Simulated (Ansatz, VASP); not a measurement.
One calculation of WS2, two programs

```xyz
3
Lattice="1.5859 0.9156 6.2375 -1.5859 0.9156 6.2375 0.0000 -1.8312 6.2375" Properties=species:S:1:pos:R:3 pbc="T T T"
W     0.0000    0.0000    0.0125
S     0.0000    0.0000    4.6885
S     0.0000    0.0000    7.8120
```

Measurements of this composition are mostly on another form, of space group No. 194.

Alike in both runs: task single point; functional r2SCAN; k mesh 6 × 6 × 6; no spin polarisation.

|  | VASP | Ansatz |
| --- | --- | --- |
| version | VASP 6.6.1 | Ansatz 0.2.0 |
| potentials or method | VASP PAW PBE potentials, release 64 (W_sv, S) | plane waves, PAW |
| plane-wave cutoff (eV) | 520 | 500 |
| occupations | gaussian, width 0.01 eV | fixed |
| valence electrons in the cell | 26 | 26 |

Ansatz gave:

| Quantity | Value |
| --- | --- |
| gap on the k mesh at the Fermi level (eV) | 1.19 |
| pressure (GPa) | 1.2 |
| largest component of the traceless stress (GPa) | 0.10 |
| rms of the force components (eV/Å) | 0.022 |

**Question.** Which values does VASP return?

**Answer.** gap on the k mesh at the Fermi level (eV): 1.20; pressure (GPa): 1.4; largest component of the traceless stress (GPa): 0.16; rms of the force components (eV/Å): 0.012.

Atom by atom the forces differ by 0.011 eV/Å (rms over components).

Caveats: the PAW data sets were made with another functional, which shifts forces and pressure a little (VASP); spin-orbit coupling is left out, which moves the levels of the heavy elements. r2SCAN opens gaps a little over a GGA but as a rule still falls short of measured ones. A k mesh can miss the band edges.
